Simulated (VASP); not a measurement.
Input of a VASP 6.6.1 run:

File INCAR:

```
SYSTEM = Cu2O
PREC = Accurate ; ENCUT = 500
EDIFF = 1E-7 ; ISMEAR = -1
SIGMA = 0.05 ; LREAL = .FALSE.
LASPH = .TRUE. ; NELM = 80
ALGO = Normal ; ISIF = 2
LWAVE = .FALSE. ; LCHARG = .FALSE.
LMAXMIX = 4 ; GGA = PE
NBANDS = 37
```

Contents of KPOINTS:

```
regular mesh
0
G
  6 6 6
  0 0 0
```

The input POSCAR:

```
Cu2O
1.0
    4.2600000000      0.0000000000      0.0000000000
    0.0000000000      4.2600000000      0.0000000000
    0.0000000000      0.0000000000      4.2600000000
Cu O
4 2
Direct
    0.7500000000      0.2500000000      0.7500000000
    0.7500000000      0.7500000000      0.2500000000
    0.2500000000      0.7500000000      0.7500000000
    0.2500000000      0.2500000000      0.2500000000
    0.5000000000      0.5000000000      0.5000000000
    0.0000000000      0.0000000000      0.0000000000
```

Contents of KPOINTS_OPT:

```
path GXMGRX,MR
15
line-mode
reciprocal
 0.0000000000  0.0000000000  0.0000000000  G
 0.0000000000  0.5000000000  0.0000000000  X

 0.0000000000  0.5000000000  0.0000000000  X
 0.5000000000  0.5000000000  0.0000000000  M

 0.5000000000  0.5000000000  0.0000000000  M
 0.0000000000  0.0000000000  0.0000000000  G

 0.0000000000  0.0000000000  0.0000000000  G
 0.5000000000  0.5000000000  0.5000000000  R

 0.5000000000  0.5000000000  0.5000000000  R
 0.0000000000  0.5000000000  0.0000000000  X

 0.5000000000  0.5000000000  0.0000000000  M
 0.5000000000  0.5000000000  0.5000000000  R
```

Potentials or basis: VASP PAW PBE potentials, release 64 (Cu, O).

Launch:

```console
$ cat potpaw_PBE.64/Cu/POTCAR potpaw_PBE.64/O/POTCAR > POTCAR
$ mpirun -np 1 vasp_std > vasp.out
```

**Question.** Estimate the band gap on the k mesh.

**Answer.** 0.54 eV, direct.

**Question.** Estimate the band gap along the path.

**Answer.** 0.54 eV, direct.

**Question.** What does it give for the pressure?

**Answer.** 3.9 GPa.

Levels at the corners of the path, in eV from the valence-band top:
```
point  band 25  band 26  band 27  band 28  band 29  band 30  band 31  band 32
    Γ    -1.57     0.00     0.00     0.00     0.54     1.25     1.25     7.95
    X    -1.20    -1.20    -0.39    -0.39     2.27     2.27     4.24     4.24
    X    -1.20    -1.20    -0.39    -0.39     2.27     2.27     4.24     4.24
    M    -1.21    -1.21    -0.65    -0.65     1.92     1.92     3.86     3.86
    M    -1.21    -1.21    -0.65    -0.65     1.92     1.92     3.86     3.86
    Γ    -1.57     0.00     0.00     0.00     0.54     1.25     1.25     7.95
    Γ    -1.57     0.00     0.00     0.00     0.54     1.25     1.25     7.95
    R    -0.99    -0.57    -0.57    -0.57     2.46     2.46     2.46     4.90
    R    -0.99    -0.57    -0.57    -0.57     2.46     2.46     2.46     4.90
    X    -1.20    -1.20    -0.39    -0.39     2.27     2.27     4.24     4.24
    M    -1.21    -1.21    -0.65    -0.65     1.92     1.92     3.86     3.86
    R    -0.99    -0.57    -0.57    -0.57     2.46     2.46     2.46     4.90
```

**What was measured.**

From “Importance of surface oxygen vacancies for ultrafast hot carrier relaxation and transport in Cu2O”, 2021, arxiv:2103.03167, for a bulk crystal of Cu2O: band gap 2.17 eV (direct).

Against the measured gap of Cu2O, 2.17 eV (direct; quoted in “Importance of surface oxygen vacancies for ultrafast hot carrier relaxation and transport in Cu2O”, 2021, arxiv:2103.03167), the calculated 0.54 eV is off by -1.63 eV. So large a miss can be the level of theory's own, or it may mean another phase, state or a wrong row. The value is that of PBE, without temperature or zero-point motion. Semilocal functionals fall short of measured gaps as a rule.
